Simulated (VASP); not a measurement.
# GaP: band structure with TB-mBJ

Crystal: GaP.

```
Ga P
1.0
     0.00000    2.72525    2.72525
     2.72525    0.00000    2.72525
     2.72525    2.72525    0.00000
Ga P
1 1
Direct
  0.00000 0.00000 0.00000
  0.75000 0.75000 0.75000
```

```yaml
Program: VASP 6.6.1
Task: band structure
Functional: TB-mBJ
Potentials_or_basis: VASP PAW PBE potentials, release 64 (Ga_d, P)
Cutoff: 520 eV
k_mesh: 6 × 6 × 6
Occupations: gaussian, width 0.02 eV
Spin: spin-orbit coupling, no magnetisation
Ladder: gaps
Further_INCAR_settings: ALGO = Normal; EDIFF = 1e-07; NBANDS = 30
```

* Valence electrons inside the program's atomic spheres: Ga 11.47; P 2.58

Wall time 4.9 min on 2 MPI ranks on Intel(R) Xeon(R) Platinum 8488C (Sapphire Rapids), on a shared host, peak memory 0.32 GiB a rank.
